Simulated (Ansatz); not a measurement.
ZnS: do the settings matter for the field gradients?

Cell: a computed structure from the Materials Project (it need not be an observed phase), whose atoms a relaxation with PBE at fixed cell left in place.

```
Zn S
1.0
     3.80509    0.00000    0.00000
    -1.90254    3.29530    0.00000
     0.00000    0.00000   24.91593
Zn S
8 8
Direct
  0.33333 0.66667 0.12512
  0.00000 0.00000 0.00016
  0.66667 0.33333 0.62505
  0.66667 0.33333 0.87514
  0.00000 0.00000 0.75002
  0.33333 0.66667 0.50008
  0.00000 0.00000 0.37509
  0.66667 0.33333 0.25013
  0.66667 0.33333 0.34372
  0.66667 0.33333 0.71858
  0.33333 0.66667 0.21873
  0.00000 0.00000 0.84367
  0.66667 0.33333 0.96881
  0.00000 0.00000 0.09373
  0.33333 0.66667 0.59369
  0.00000 0.00000 0.46869
```

Atom numbers follow the list; atoms alike are taken as one site, whose name carries the number of the first.

Reference run. The numbers come from a DFT calculation in Ansatz (PBE, plane waves and PAW, scalar-relativistic, 420 eV cutoff, Γ-centred 8×8×2 k-points, Fermi–Dirac smearing 0.02 eV).

Question: The input is changed as follows: `basis.xc_grid`: not typed → 2; `total_charge`: not typed → -1. What happens to V_zz (10²¹ V/m²) and η?

Answer: 

```csv
site,atom,V_zz reference,η reference,V_zz changed,η changed
Zn1,1,0.006,0.00,-0.044,0.00
Zn2,2,0.043,0.00,0.016,0.00
Zn3,3,-0.008,0.00,-0.034,0.00
Zn4,4,-0.056,0.00,-0.087,0.00
Zn6,6,<0.005,–,-0.028,0.00
Zn7,7,<0.005,–,-0.056,0.00
S9,9,0.082,0.00,-0.039,0.00
S10,10,0.13,0.00,0.049,0.00
S12,12,0.29,0.00,0.17,0.00
S13,13,0.24,0.00,0.12,0.00
S15,15,0.085,0.00,0.031,0.00
S16,16,0.088,0.00,-0.009,0.00
```

The largest change of V_zz is on S12, from 0.29 to 0.17. V_zz changes sign on S9 (same axis). The table leaves out 4 of the 16 sites, with |V_zz| up to 0.12; their tensors move by 0.03 at most along any direction. The statements above cover all sites. The changed cell holds a charge of -1 on a uniform background, so it isn't the neutral crystal. It has an odd number of electrons and no spin polarisation, so the extra carrier is shared by both spins and spread out, where a real one carries spin and can localise. The gap no longer holds the Fermi energy in the changed run, so its gradients also hang on the k-mesh and the smearing.
